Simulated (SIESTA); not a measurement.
Input of a SIESTA 5.4.2 run:

File run.py:

```python
from ase.io import read
from ase.calculators.siesta import Siesta
from ase.units import Ry, GPa

atoms = read("TiC.cif")

fdf = {
    'SCFMustConverge': False,
    'OccupationFunction': 'FD',
    'ElectronicTemperature': '0.05 eV',
    'MaxSCFIterations': '120',
    'SCF.Mixer.Method': 'Pulay',
    'SCF.Mixer.Weight': '0.25',
    'SCF.Mixer.History': '8',
    'SCF.DM.Tolerance': '5.0e-05',
    'SCF.H.Tolerance': '1.0e-03 eV',
    'WriteForces': 'true',
    'Charge.Mulliken': 'end',
    'BandLinesScale': 'ReciprocalLatticeVectors',
    'BandLines': ['  1    0.000000   0.000000   0.000000  \\Gamma', ' 11    0.000000   0.500000   0.000000  X', ' 11    0.500000   0.500000   0.000000  M', ' 15    0.000000   0.000000   0.000000  \\Gamma', ' 18    0.500000   0.500000   0.500000  R', ' 15    0.000000   0.500000   0.000000  X', '  1    0.500000   0.500000   0.000000  M', ' 11    0.500000   0.500000   0.500000  R'],
    'PAO.Basis': ['Ti.1 5', 'n=3 0 2', '  3.144 0.000', 'n=4 0 2', '  8.756 0.000', 'n=3 1 2', '  3.568 0.000', 'n=4 1 1', '  8.756', 'n=3 2 2', '  6.267 0.000'],
}
calc = Siesta(
    label="TiC",
    command="siesta < PREFIX.fdf > PREFIX.out",
    pseudo_path="pseudos",
    pseudo_qualifier="",
    xc=('GGA', 'PBE'),
    basis_set="DZP",
    mesh_cutoff=800 * Ry,
    energy_shift=0.003 * Ry,
    kpts=[6, 6, 6],
    spin="non-polarized",
    fdf_arguments=fdf,
)
atoms.calc = calc

print(f"energy = {atoms.get_potential_energy():.6f} eV")
free = atoms.get_potential_energy(force_consistent=True)
print(f"free energy = {free:.6f} eV")
print("forces (eV/A):")
print(atoms.get_forces(apply_constraint=False).round(6))
print("stress (GPa, Voigt order, tension positive):", (atoms.get_stress() / GPa).round(4))
```

TiC.cif

```cif
data_TiC
_cell_length_a 4.33143769
_cell_length_b 4.33143769
_cell_length_c 4.33143769
_cell_angle_alpha 90.00000000
_cell_angle_beta 90.00000000
_cell_angle_gamma 90.00000000
_space_group_name_H-M_alt 'Fm-3m'
_space_group_name_Hall '-F 4 2 3'
_space_group_IT_number 225
loop_
_space_group_symop_operation_xyz
'x,y,z'
'-x,-y,-z'
'-y,x,z'
'y,-x,-z'
'-x,-y,z'
'x,y,-z'
'y,-x,z'
'-y,x,-z'
'x,-y,-z'
'-x,y,z'
'-y,-x,-z'
'y,x,z'
'-x,y,-z'
'x,-y,z'
'y,x,-z'
'-y,-x,z'
'z,x,y'
'-z,-x,-y'
'z,-y,x'
'-z,y,-x'
'z,-x,-y'
'-z,x,y'
'z,y,-x'
'-z,-y,x'
'-z,x,-y'
'z,-x,y'
'-z,-y,-x'
'z,y,x'
'-z,-x,y'
'z,x,-y'
'-z,y,x'
'z,-y,-x'
'y,z,x'
'-y,-z,-x'
'x,z,-y'
'-x,-z,y'
'-y,z,-x'
'y,-z,x'
'-x,z,y'
'x,-z,-y'
'-y,-z,x'
'y,z,-x'
'-x,-z,-y'
'x,z,y'
'y,-z,-x'
'-y,z,x'
'x,-z,y'
'-x,z,-y'
'x,y+1/2,z+1/2'
'-x,-y+1/2,-z+1/2'
'-y,x+1/2,z+1/2'
'y,-x+1/2,-z+1/2'
'-x,-y+1/2,z+1/2'
'x,y+1/2,-z+1/2'
'y,-x+1/2,z+1/2'
'-y,x+1/2,-z+1/2'
'x,-y+1/2,-z+1/2'
'-x,y+1/2,z+1/2'
'-y,-x+1/2,-z+1/2'
'y,x+1/2,z+1/2'
'-x,y+1/2,-z+1/2'
[... 41 lines left out ...]
'y+1/2,-x,z+1/2'
'-y+1/2,x,-z+1/2'
'x+1/2,-y,-z+1/2'
'-x+1/2,y,z+1/2'
'-y+1/2,-x,-z+1/2'
'y+1/2,x,z+1/2'
'-x+1/2,y,-z+1/2'
'x+1/2,-y,z+1/2'
'y+1/2,x,-z+1/2'
'-y+1/2,-x,z+1/2'
'z+1/2,x,y+1/2'
'-z+1/2,-x,-y+1/2'
'z+1/2,-y,x+1/2'
'-z+1/2,y,-x+1/2'
'z+1/2,-x,-y+1/2'
'-z+1/2,x,y+1/2'
'z+1/2,y,-x+1/2'
'-z+1/2,-y,x+1/2'
'-z+1/2,x,-y+1/2'
'z+1/2,-x,y+1/2'
'-z+1/2,-y,-x+1/2'
'z+1/2,y,x+1/2'
'-z+1/2,-x,y+1/2'
'z+1/2,x,-y+1/2'
'-z+1/2,y,x+1/2'
'z+1/2,-y,-x+1/2'
'y+1/2,z,x+1/2'
'-y+1/2,-z,-x+1/2'
'x+1/2,z,-y+1/2'
'-x+1/2,-z,y+1/2'
'-y+1/2,z,-x+1/2'
'y+1/2,-z,x+1/2'
'-x+1/2,z,y+1/2'
'x+1/2,-z,-y+1/2'
'-y+1/2,-z,x+1/2'
'y+1/2,z,-x+1/2'
'-x+1/2,-z,-y+1/2'
'x+1/2,z,y+1/2'
'y+1/2,-z,-x+1/2'
'-y+1/2,z,x+1/2'
'x+1/2,-z,y+1/2'
'-x+1/2,z,-y+1/2'
'x+1/2,y+1/2,z'
'-x+1/2,-y+1/2,-z'
'-y+1/2,x+1/2,z'
'y+1/2,-x+1/2,-z'
'-x+1/2,-y+1/2,z'
'x+1/2,y+1/2,-z'
'y+1/2,-x+1/2,z'
'-y+1/2,x+1/2,-z'
'x+1/2,-y+1/2,-z'
'-x+1/2,y+1/2,z'
'-y+1/2,-x+1/2,-z'
'y+1/2,x+1/2,z'
'-x+1/2,y+1/2,-z'
'x+1/2,-y+1/2,z'
'y+1/2,x+1/2,-z'
'-y+1/2,-x+1/2,z'
'z+1/2,x+1/2,y'
'-z+1/2,-x+1/2,-y'
'z+1/2,-y+1/2,x'
'-z+1/2,y+1/2,-x'
'z+1/2,-x+1/2,-y'
'-z+1/2,x+1/2,y'
'z+1/2,y+1/2,-x'
'-z+1/2,-y+1/2,x'
'-z+1/2,x+1/2,-y'
'z+1/2,-x+1/2,y'
'-z+1/2,-y+1/2,-x'
'z+1/2,y+1/2,x'
'-z+1/2,-x+1/2,y'
'z+1/2,x+1/2,-y'
'-z+1/2,y+1/2,x'
'z+1/2,-y+1/2,-x'
'y+1/2,z+1/2,x'
'-y+1/2,-z+1/2,-x'
'x+1/2,z+1/2,-y'
'-x+1/2,-z+1/2,y'
'-y+1/2,z+1/2,-x'
'y+1/2,-z+1/2,x'
'-x+1/2,z+1/2,y'
'x+1/2,-z+1/2,-y'
'-y+1/2,-z+1/2,x'
'y+1/2,z+1/2,-x'
'-x+1/2,-z+1/2,-y'
'x+1/2,z+1/2,y'
'y+1/2,-z+1/2,-x'
'-y+1/2,z+1/2,x'
'x+1/2,-z+1/2,y'
'-x+1/2,z+1/2,-y'
loop_
_atom_site_label
_atom_site_type_symbol
_atom_site_symmetry_multiplicity
_atom_site_Wyckoff_symbol
_atom_site_fract_x
_atom_site_fract_y
_atom_site_fract_z
_atom_site_occupancy
Ti1 Ti 4 a 0.0000000000 0.0000000000 0.0000000000 1
C1 C 4 b 0.5000000000 0.0000000000 0.0000000000 1
```

Potentials or basis: PseudoDojo 0.5 standard (PBE files), DZP (energy shift 0.003 Ry; two zetas on semicore shells).

Launch:

```console
$ python run.py
```

**Question.** Estimate the pressure.

**Answer.** 1.2 GPa.

**Question.** Estimate the band gap on the k mesh.

**Answer.** None (metal or under the smearing width).

Levels at the corners of the path, in eV from the Fermi level:
| point | band 30 | band 31 | band 32 | band 33 | band 34 | band 35 |
| --- | --- | --- | --- | --- | --- | --- |
| Γ | 0.04 | 0.04 | 0.04 | 0.74 | 0.74 | 0.74 |
| X | -0.57 | -0.33 | -0.33 | -0.33 | -0.33 | 2.28 |
| M | -2.52 | -2.52 | -2.52 | 2.23 | 2.23 | 2.23 |
| Γ | 0.04 | 0.04 | 0.04 | 0.74 | 0.74 | 0.74 |
| R | -2.87 | -2.87 | -2.87 | 3.01 | 3.01 | 3.01 |
| X | -0.57 | -0.33 | -0.33 | -0.33 | -0.33 | 2.28 |
| M | -2.52 | -2.52 | -2.52 | 2.23 | 2.23 | 2.23 |
| R | -2.87 | -2.87 | -2.87 | 3.01 | 3.01 | 3.01 |

Caveat: the basis of atomic orbitals isn't converged, which shifts pressures, moduli and gaps.
